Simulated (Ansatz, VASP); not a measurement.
ZnSe (Stilleite) in VASP and in Ansatz

```xyz
2
Lattice="0.0000 2.8338 2.8338 2.8338 0.0000 2.8338 2.8338 2.8338 0.0000" Properties=species:S:1:pos:R:3 pbc="T T T"
Zn    0.0000    0.0000    0.0000
Se    1.4169    1.4169    1.4169
```

Alike in both runs: task single point; functional LDA; k mesh 6 × 6 × 6; no spin polarisation.

|  | VASP | Ansatz |
| --- | --- | --- |
| version | VASP 6.6.1 | Ansatz 0.2.0 |
| potentials or method | VASP PAW LDA potentials, release 64 (Zn, Se) | plane waves, PAW |
| plane-wave cutoff (eV) | 520 | 530 |
| occupations | gaussian, width 0.01 eV | fixed |
| valence electrons in the cell | 18 | 28 |

```csv
,VASP,Ansatz,Ansatz less VASP
gap on the k mesh at the Fermi level (eV),1.07,1.03,-0.037
pressure (GPa),-3.1,-3.4,-0.31
```

The two sets of potentials don't hold the same shells in valence.

LDA gaps usually lie below the measured ones, often by a third to a half.
